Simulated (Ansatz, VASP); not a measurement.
**CdSe (Cadmoselite): VASP beside Ansatz**

```
Cd Se
1.0
     4.24708    0.00000    0.00000
    -2.12354    3.67808    0.00000
     0.00000    0.00000    6.94200
Cd Se
2 2
Direct
  0.33333 0.66667 0.00486
  0.66667 0.33333 0.50486
  0.33333 0.66667 0.38014
  0.66667 0.33333 0.88014
```

Alike in both runs: functional LDA; k mesh 8 × 8 × 4; occupations fermi-dirac, width 0.08 eV; no spin polarisation.

Ansatz relaxed the structure, and its values are those at the end. VASP's run is a single point on that final structure, the one shown.

|  | VASP | Ansatz |
| --- | --- | --- |
| version | VASP 6.6.1 | Ansatz 0.2.0 |
| potentials or method | VASP PAW LDA potentials, release 64 (Cd, Se) | PAW with Ansatz's default frozen-core files, scalar-relativistic |
| plane-wave cutoff (eV) | 520 | 420 |
| valence electrons in the cell | 36 | 72 |

```csv
,VASP,Ansatz,Ansatz less VASP
pressure (GPa),0.5,0.0,-0.50
```

The two sets of potentials don't hold the same shells in valence.
